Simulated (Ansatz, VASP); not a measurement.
PbO2: VASP beside Ansatz

```
Pb O
1.0
     0.00000    2.65817    2.65817
     2.65817    0.00000    2.65817
     2.65817    2.65817    0.00000
Pb O
1 2
Direct
  0.00000 0.00000 0.00000
  0.25000 0.25000 0.25000
  0.75000 0.75000 0.75000
```

The cell was built by a generator and needn't be a form met in nature.

Alike in both runs: task single point; functional r2SCAN; k mesh 6 × 6 × 6; occupations fermi-dirac, width 0.02 eV; no spin polarisation.

|  | VASP | Ansatz |
| --- | --- | --- |
| version | VASP 6.6.1 | Ansatz 0.2.0 |
| potentials or method | VASP PAW PBE potentials, release 64 (Pb_d, O) | plane waves, PAW |
| plane-wave cutoff (eV) | 520 | 500 |
| valence electrons in the cell | 26 | 26 |

|  | VASP | Ansatz | Ansatz less VASP |
| --- | --- | --- | --- |
| pressure (GPa) | 1.2 | 0.0 | -1.14 |

With one functional, cell and mesh, what is left measures potentials, basis and numerics.

Caveats: the PAW data sets were made with another functional, which shifts forces and pressure a little (VASP). The runs have no spin-orbit coupling, so splittings on Pb are missing.
